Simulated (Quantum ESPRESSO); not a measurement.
PtSe2 (Sudovikovite) under changes of volume

One of the cells (20.265 Å³/atom); the others are scaled copies at fixed shape and fractional positions:

```
Pt Se
1.0
     3.72400    0.00000    0.00000
    -1.86200    3.22508    0.00000
     0.00000    0.00000    5.06200
Pt Se
1 2
Cartesian
  0.0000 0.0000 0.0000
  1.8620 1.0750 3.7965
  0.0000 2.1501 1.2655
```

| Item | Value |
| --- | --- |
| Program | Quantum ESPRESSO 7.5 |
| Functional | PBE |
| Potentials or basis | SSSP 1.3 efficiency PBE |
| Cutoff | 748 eV |
| Density cutoff | 5987 eV |
| k mesh | 8 × 8 × 5 |
| Occupations | fermi-dirac, width 0.05 eV |
| Spin | no spin polarisation |

```csv
volume (Å³/atom),energy over the lowest point (meV/atom),pressure (GPa),largest force (eV/Å)
19.049,?,?,?
19.455,76.63,13.6,1.148
19.860,46.45,10.2,0.855
20.265,24.54,7.1,0.586
20.671,9.99,4.3,0.339
21.076,2.05,1.9,0.112
21.481,0.00,-0.3,0.096
```

Q: What does the run at 19.049 Å³/atom give?

A: Energy over the lowest point 116.04 meV/atom; pressure 17.5 GPa; largest force 1.469 eV/Å.

Worked out: A Birch-Murnaghan fit of order 3 (a polynomial in V^(-2/3)) to the other rows has its minimum at 21.43 Å³/atom with B0 = V·E''(V) = 111 GPa and B' = 5.0 at fixed shape and positions, which overstates the stiffness. It gives 116.20 meV/atom at 19.049 Å³/atom, against the run's 116.04, and -dE/dV = 17.6 GPa, against 17.5.

Energies are extrapolated to zero smearing.

Caveats: forces of over 1 eV/Å show positions far from the minimum, so gaps and moduli don't describe the material at rest (some runs).
